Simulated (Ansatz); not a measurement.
CuI built on the rocksalt prototype, relaxed with r2SCAN, was run in the plane-wave code Ansatz under altered settings. All numbers are computed, without spin polarisation but where a row says otherwise.

```
CELL_PARAMETERS angstrom
0.00000 2.85611 2.85611
2.85611 0.00000 2.85611
2.85611 2.85611 0.00000
ATOMIC_POSITIONS crystal
Cu 0.00000 0.00000 0.00000
I 0.50000 0.50000 0.50000
```

The base run's other keys:
```yaml
kpoints:
  mp_grid: { grid: [4, 4, 4] }
hamiltonian:
  xc: hse06
scf:
  occupations: { method: fermi_dirac, width: 0.02 }
  n_extra_bands: 4
```

It takes 23 iterations with 941 plane waves at 420 eV and 8 k points, and leaves a mean stress of +1.86 GPa. The gap over this mesh is 0.941 eV. It ran on 4 threads of Arm Neoverse N1, with other jobs on the host.

Outcomes, with energy and stress as changes against the base:
```
                                 setting            outcome  ΔF (meV/atom)  Δ mean stress (GPa)  gap on the mesh (eV)  iterations  wall time
PBE hybrid, exx coeff 0.2, omega 0.1 1/Å          converged              –                 -0.2                 0.892          25       11 s
               hamiltonian.xc: cam_b3lyp          converged              –                 +2.1                 3.610          30       15 s
PBE hybrid, exx coeff 0.1, omega 0.5 1/Å  converged, warned              –                 -0.8                  none          20       11 s
PBE hybrid, exx coeff 0.5, omega 0.5 1/Å          converged              –                 +1.0                 1.428          24       14 s
               scf.exx.q_mesh: [5, 5, 5]            refused              –                    –                     –           –     0.97 s
                 basis.ecutrho_ratio: 12          converged            0.0                  0.0                 0.941          26       15 s
```
A dash marks a value that wasn't obtained or can't be compared. Stress is positive in compression. The base took 11 s.

- PBE hybrid, exx coeff 0.2, omega 0.1 1/Å. That is 20 % exact exchange, screened with ω = 0.1 1/Å, against HSE06's 25 % screened at 0.208 1/Å. The mean stress moves by -0.2 GPa and the gap on the mesh by -0.050 eV (to 0.892). Totals of different functionals aren't comparable. The program warns that on this mesh the truncation of the exchange isn't bounded, so part of the change can be an error of the mesh.
- hamiltonian.xc: cam_b3lyp. The mean stress moves by +2.1 GPa and the gap on the mesh by +2.669 eV (to 3.610). It's another functional on the same cell, so totals aren't comparable.
- PBE hybrid, exx coeff 0.1, omega 0.5 1/Å. That is 10 % exact exchange, screened with ω = 0.5 1/Å, against HSE06's 25 % screened at 0.208 1/Å. The mean stress moves by -0.8 GPa and the gap on the mesh by -1.031 eV (no gap is left). Totals of different functionals aren't comparable. Warned: filled band counts differ across k points.
- PBE hybrid, exx coeff 0.5, omega 0.5 1/Å. That is 50 % exact exchange, screened with ω = 0.5 1/Å, against HSE06's 25 % screened at 0.208 1/Å. The mean stress moves by +1.0 GPa and the gap on the mesh by +0.487 eV (to 1.428). Totals of different functionals aren't comparable.
- scf.exx.q_mesh: [5, 5, 5]. It is rejected at once. Error: invalid value for `scf.exx.q_mesh`: must divide elementwise kpoints.mp_grid.grid

Within 1 meV an atom, 0.1 GPa and 0.005 eV of the base stay: basis.ecutrho_ratio: 12.

No spin-orbit coupling is included; it can move band edges with weight on the heavy atoms by tenths of an eV.

The stress of a hybrid is loosely converged in these runs.

Gaps or overlaps of about a tenth of an eV are at the limit of these meshes: between the points read a gap can be smaller or closed.

The meshes of the hybrids are coarse, so their gaps aren't converged to the digits shown.
